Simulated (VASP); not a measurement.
The system is Ge.

```xyz
1
Lattice="1.3971 -2.6005 0.0000 1.3971 2.6005 0.0000 0.0000 0.0000 2.6982" Properties=species:S:1:pos:R:3 pbc="T T T"
Ge    1.3971    0.0000    0.0000
```

This isn't the form of Ge at room conditions, which is diamond.

- Program: VASP 6.6.1
- Task: relaxation of cell and atoms
- Functional: PBEsol
- Potentials or basis: VASP PAW PBE potentials, release 64 (Ge_d)
- Cutoff: 600 eV
- k mesh: 10 × 10 × 8
- Occupations: fermi-dirac, width 0.05 eV
- Spin: no spin polarisation

At the start: pressure -3.1 GPa; volume 19.61 Å³/atom.

Problem. How do energy, volume and symmetry change on relaxing?

Solution. Over 19 steps the energy falls by 20.7 meV/atom and the volume is 18.61 Å³/atom (-5.1 %); space group Cmmm (No. 65, to 0.05 Å).

The path:
| step | energy change (eV) | largest force (eV/Å) | pressure (GPa) | volume (Å³) |
| --- | --- | --- | --- | --- |
| 1 | 0.0000 | 0.0000 | -3.10 | 19.61 |
| 2 | -0.0159 | 0.0000 | 0.10 | 18.55 |
| 3 | -0.0159 | 0.0000 | 0.72 | 18.51 |
| 4 | -0.0171 | 0.0000 | -0.67 | 18.73 |
| 5 | -0.0172 | 0.0000 | -0.69 | 18.77 |
| 6 | -0.0191 | 0.0000 | -0.28 | 18.73 |
| 7 | -0.0206 | 0.0000 | 0.22 | 18.67 |
| 8 | -0.0206 | 0.0000 | -0.18 | 18.68 |
| 9 | -0.0207 | 0.0000 | -0.24 | 18.63 |
| 10 | -0.0206 | 0.0000 | -0.06 | 18.58 |
| 11 | -0.0207 | 0.0000 | -0.34 | 18.61 |
| 12 | -0.0206 | 0.0000 | 0.01 | 18.60 |
| 13 | -0.0206 | 0.0000 | 0.08 | 18.61 |
| 14 | -0.0207 | 0.0000 | 0.07 | 18.61 |
| 15 | -0.0207 | 0.0000 | -0.27 | 18.63 |
| 16 | -0.0207 | 0.0000 | -0.21 | 18.63 |
| 17 | -0.0207 | 0.0000 | -0.13 | 18.62 |
| 18 | -0.0207 | 0.0000 | 0.28 | 18.60 |
| 19 | -0.0207 | 0.0000 | 0.06 | 18.61 |

Final structure:
```cif
data_structure
_symmetry_space_group_name_H-M 'P 1'
_symmetry_Int_Tables_number 1
_cell_length_a 2.9688
_cell_length_b 2.9688
_cell_length_c 2.6163
_cell_angle_alpha 90.000
_cell_angle_beta 90.000
_cell_angle_gamma 126.191
_cell_volume 18.61
loop_
_atom_site_label
_atom_site_type_symbol
_atom_site_fract_x
_atom_site_fract_y
_atom_site_fract_z
_atom_site_occupancy
Ge1 Ge 0.50000 0.50000 0.00000 1
```

Caveat: the PAW data sets were made with another functional, which shifts forces and pressure a little.
